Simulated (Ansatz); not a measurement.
**AlN: stress in a strained cell**

Aim: deform AlN (zz strain of +3 %) and compute stress, forces and field gradients with LAPW, PAW and all-electron datasets made for the crystal.

Program: Ansatz 0.2.0. Level of theory: DFT PBEsol, scalar-relativistic. These are calculated values, not measurements.

## 1. The system as given

It takes space group P6_3mc (No. 186, hexagonal). The conventional cell has a = 3.111 Å, b = 3.111 Å, c = 4.978 Å, α = 90.00°, β = 90.00°, γ = 120.00°. Around Al (site symmetry 3m) lie 4 N at 1.89 to 1.92 Å. Around N (site symmetry 3m) lie 4 Al at 1.89 to 1.92 Å.

Coordinates:

```
CELL_PARAMETERS angstrom
3.11100 0.00000 0.00000
-1.55550 2.69421 0.00000
0.00000 0.00000 4.97800
ATOMIC_POSITIONS crystal
Al 0.33333 0.66667 0.00000
Al 0.66667 0.33333 0.50000
N 0.33333 0.66667 0.38500
N 0.66667 0.33333 0.88500
```

Atoms are numbered in the order of the input: Al1, Al2, N3, N4.

## 2. The deformed structure

Space group P6_3mc before, P6_3mc after.

## 3. Full-potential LAPW

Contents of input.yaml:

```yaml
crystal:
  lattice:
    - [3.1110021516, 0.0, 0.0]
    - [-1.5555010758, 2.6942068945, 0.0]
    - [0.0, 0.0, 5.12734]
  atoms:
    - { symbol: Al, position: [0.3333333333, 0.6666666667, 0.0] }
    - { symbol: Al, position: [0.6666666667, 0.3333333333, 0.5] }
    - { symbol: "N", position: [0.3333333333, 0.6666666667, 0.385] }
    - { symbol: "N", position: [0.6666666667, 0.3333333333, 0.885] }
kpoints:
  mp_grid: { grid: [11, 11, 6] }
  band_path:
    path:
      - [0.0, 0.0, 0.0]
      - [0.5, 0.0, 0.0]
      - [0.3333333333, 0.3333333333, 0.0]
      - [0.0, 0.0, 0.0]
      - [0.0, 0.0, 0.5]
      - [0.5, 0.0, 0.5]
      - [0.3333333333, 0.3333333333, 0.5]
      - [0.0, 0.0, 0.5]
      - [0.5, 0.0, 0.5]
    npoints: 5
scf:
  occupations: { method: fermi_dirac, width: 0.02 }
hamiltonian:
  xc: pbesol
  pseudopotentials: { kind: all_electron, lapw: { basis_error: 0.001 } }
output:
  forces: true
  stress: true
  eigenvalues: true
```

Command:

```sh
$ ansatz run input.yaml --threads 1 --pin off --max-ram 6144MiB --backend cpu --events-out ev --progress --plain --runs-dir out
```

## 4. Frozen-core PAW

Contents of input.yaml:

```yaml
crystal:
  lattice:
    - [3.1110021516, 0.0, 0.0]
    - [-1.5555010758, 2.6942068945, 0.0]
    - [0.0, 0.0, 5.12734]
  atoms:
    - { symbol: Al, position: [0.3333333333, 0.6666666667, 0.0] }
    - { symbol: Al, position: [0.6666666667, 0.3333333333, 0.5] }
    - { symbol: "N", position: [0.3333333333, 0.6666666667, 0.385] }
    - { symbol: "N", position: [0.6666666667, 0.3333333333, 0.885] }
kpoints:
  mp_grid: { grid: [11, 11, 6] }
scf:
  occupations: { method: fermi_dirac, width: 0.02 }
hamiltonian:
  xc: pbesol
  pseudopotentials: { kind: paw }
output:
  forces: true
  stress: true
  eigenvalues: true
  efg: { contact_densities: true }
```

## 5. All-electron PAW on datasets made for the crystal

Changes to input.yaml since step 4:

```diff
@@ -16,3 +16,3 @@
   xc: pbesol
-  pseudopotentials: { kind: paw }
+  pseudopotentials: { kind: all_electron, datasets: crystal }
 output:
```

(Steps that only read results are left out.)

Q: Predict the outcome of this session. Wanted: pressure; largest shear or deviatoric stress.

**Answer**, as computed:

```
                                 quantity                                              value
                                 pressure  LAPW -4.60, PAW -4.47, crystal datasets -4.60 GPa
largest shear or deviatoric stress (LAPW)                                           7.62 GPa
```

What this shows: The largest part of the stress beyond the pressure is 7.62 GPa in size, in the zz component; the atoms are carried along and not relaxed. No run of the undeformed cell stands beside it, so the pressure holds what the given cell had before the change. PAW: stress within 0.14 GPa of LAPW, forces within 1 meV/Å. Crystal datasets: stress within 0.01 GPa of LAPW, forces within 1 meV/Å.
